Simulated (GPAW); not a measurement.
Runs of GPAW 26.7.0 on CsPbBr3. It takes space group Pm-3m (No. 221, cubic). The conventional cell has a = 5.870 Å, b = 5.870 Å, c = 5.870 Å, α = 90.00°, β = 90.00°, γ = 90.00°. Around Pb (site symmetry m-3m) lie 6 Br at 2.94 Å. Cs (site symmetry m-3m) has 12 Br at 4.15 Å as nearest neighbours. Br (site symmetry 4/mmm) is surrounded by 2 Pb at 2.94 Å. Measurements of this composition are mostly on another form, of space group No. 62.

```tsv
task	level	potentials or basis	cell	optimizer	fmax	max steps	convergence	ranks	gap on the mesh (eV)	pressure (GPa)	relaxed volume (Å³/atom)
relaxation of cell and atoms	PBEsol+D3(BJ)	PAW data sets generated in the run's folder for this functional, pw	relaxed	BFGS	0.02 eV/Å	60	density=1e-05 forces=0.0001	-	2.46	0.1	38.65
single point	PBEsol	PAW data sets generated in the run's folder for this functional, pw	atoms moved at random, drawn with an rms of 0.05 Å	-	-	-	-	4	2.47	0.0	-
relaxation of cell and atoms	PBEsol+D3(BJ)+ATM	PAW data sets generated in the run's folder for this functional, pw	relaxed	BFGS	0.02 eV/Å	60	density=1e-05 forces=0.0001	-	2.46	0.1	38.80
relaxation of cell and atoms	PBEsol+D4	PAW data sets generated in the run's folder for this functional, pw	relaxed	BFGS	0.02 eV/Å	60	density=1e-05 forces=0.0001	-	(b)	0.0	39.40
relaxation of cell and atoms	PBEsol+D3	PAW data sets generated in the run's folder for this functional, pw	relaxed	BFGS	0.02 eV/Å	60	density=1e-05 forces=0.0001	-	(a)	0.0	39.09
relaxation of cell and atoms	PBEsol	PAW data sets generated in the run's folder for this functional, pw	relaxed	BFGS	0.02 eV/Å	60	density=1e-05 forces=0.0001	-	2.53	-0.1	40.45
```

Alike in all rows: no spin polarisation; k mesh 5 × 5 × 5; cutoff (eV) 600; smearing fermi-dirac 0.05 eV.

Q: Estimate the missing entries.

A: (a) 2.48; (b) 2.49.

Caveats: spin-orbit coupling is left out, which as a rule narrows the gap of such compounds by several tenths of an eV; an odd mesh through Γ misses points on the zone boundary, where band edges often lie; later steps reuse the first step's grids (some runs).

A k mesh can miss the band edges, and the runs leave out spin-orbit coupling on Br, Cs, Pb.
